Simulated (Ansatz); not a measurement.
**Structural energy differences of ytterbium**

Theory: Ansatz 0.2.0, DFT, RPBE, plane waves (420 eV) with PAW, scalar-relativistic. The PAW files were generated under PBE, with cores re-solved for the functional.

Each structure is relaxed within its own symmetry, so a high-lying one may be dynamically unstable.

```csv
structure,ΔE (meV/atom),V (Å³/atom),cell,magnetic state
fcc,0,38.67,a = 5.368 Å,non-magnetic
bcc,8,37.74,a = 4.226 Å,spin not included
dhcp,11,38.84,"a = 3.797 Å, c = 12.446 Å (c/a = 3.278)",spin not included
hcp,13,38.83,"a = 3.791 Å, c = 6.240 Å (c/a = 1.646)",spin not included
A15,43,39.34,a = 6.802 Å,spin not included
omega (AlB2-type),78,38.84,"a = 6.079 Å, c = 3.641 Å (c/a = 0.599)",spin not included
beta-Sn type,339,40.33,"a = 6.707 Å, c = 3.586 Å (c/a = 0.535)",spin not included
simple cubic,503,43.53,a = 3.518 Å,spin not included
diamond,1045,90.29,a = 8.972 Å,spin not included
```

ΔE counts from fcc.

Differences under about 8 meV lie within the error of the k-point mesh.
